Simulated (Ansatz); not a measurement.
**AgBr under changes of volume**

One of the cells (23.644 Å³/atom); the others are scaled copies at fixed shape and fractional positions:

```
Ag Br
1.0
     0.00000    2.87015    2.87015
     2.87015    0.00000    2.87015
     2.87015    2.87015    0.00000
Ag Br
1 1
Direct
  0.00000 0.00000 0.00000
  0.50000 0.50000 0.50000
```

```yaml
Program: Ansatz 0.2.0
Functional: HSE06
Potentials_or_basis: Ansatz PAW
Cutoff: "420 eV (not typed: the program's choice for these potentials)"
k_mesh: 6 × 6 × 6
Occupations: fermi-dirac, width 0.05 eV
Spin: no spin polarisation
```

```csv
volume (Å³/atom),energy over the lowest point (meV/atom),pressure (GPa),gap on the mesh (eV)
22.225,39.68,5.6,2.02
22.698,?,?,?
23.171,14.26,3.1,2.02
23.644,6.70,2.0,2.02
24.116,2.08,1.1,2.03
24.589,0.00,0.3,2.04
25.062,0.23,-0.4,2.04
```

Q: What does the run at 22.698 Å³/atom give?

A: Energy over the lowest point 25.11 meV/atom; pressure 4.3 GPa; gap on the mesh 2.02 eV.

Worked out: A Birch-Murnaghan fit of order 3 (a polynomial in V^(-2/3)) to the other rows has its minimum at 24.77 Å³/atom with B0 = V·E''(V) = 39 GPa and B' = 5.4. It gives 25.11 meV/atom at 22.698 Å³/atom, against the run's 25.11, and -dE/dV = 4.3 GPa, against 4.3. A parabola through the other rows of the gap, of slope 0.0257 eV per unit of ln V there, gives 2.02 eV, against the run's 2.02.

Energies are extrapolated to zero smearing.

Caveats: the PAW data sets come from PBE, with cores solved anew for the run's functional, which leaves a small shift of forces and pressure; the thresholds are loose for stress.

A mesh can miss the band edges. Spin-orbit coupling on Ag, Br is left out.
